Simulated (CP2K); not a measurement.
Runs of CP2K 2026.2 on Re. It takes space group P6_3/mmc (No. 194, hexagonal). Conventional cell: a = 2.761 Å, b = 2.761 Å, c = 4.458 Å, α = 90.00°, β = 90.00°, γ = 120.00°. Around Re (site symmetry -6m2) lie 12 Re at 2.74 to 2.76 Å. 

```csv
task,level,potentials or basis,cell,k mesh,smearing,EPS_DEFAULT,NGRIDS,EXTRAPOLATION,potentials,optimiser,gap on the mesh (eV),pressure (GPa)
relaxation of cell and atoms,PBE,POTENTIAL_UZH Re GTH-PBE-q15; TZVP-MOLOPT-PBE-GTH basis,relaxed,8 × 8 × 5,fermi-dirac 0.05 eV,1.0E-10,5,USE_PREV_P,Re GTH-PBE-q15 of POTENTIAL_UZH,BFGS,none,0.0
band structure,LDA,GTH_POTENTIALS Re GTH-PADE-q15; TZVP-MOLOPT-PBE-GTH basis,as given,11 × 11 × 6,fermi-dirac 0.01 eV,1.0E-9,5,-,Re GTH-PADE-q15 of GTH_POTENTIALS,-,none,-12.1
single point,PBE,POTENTIAL_UZH Re GTH-PBE-q15; TZVP-MOLOPT-PBE-GTH basis,as given,11 × 11 × 6,fermi-dirac 0.05 eV,1.0E-10,4,-,Re GTH-PBE-q15 of POTENTIAL_UZH,-,none,4.1
band structure,PBE,POTENTIAL_UZH Re GTH-PBE-q15; TZVP-MOLOPT-PBE-GTH basis,as given,11 × 11 × 6,fermi-dirac 0.0259 eV,1.0E-9,4,-,Re GTH-PBE-q15 of POTENTIAL_UZH,-,none,(a)
```

Alike in all rows: no spin polarisation.

**Question.** Fill in the values left out.

**Answer.** (a) 4.0.

Caveats: the basis of atomic orbitals isn't converged, which shifts pressures, moduli and gaps; the printed path begins after the first move (some runs).

A k mesh can miss the band edges, and the runs leave out spin-orbit coupling on Re.

A gap of «none» marks a metal or a gap under the smearing width.

Not every run made on this cell is shown here.
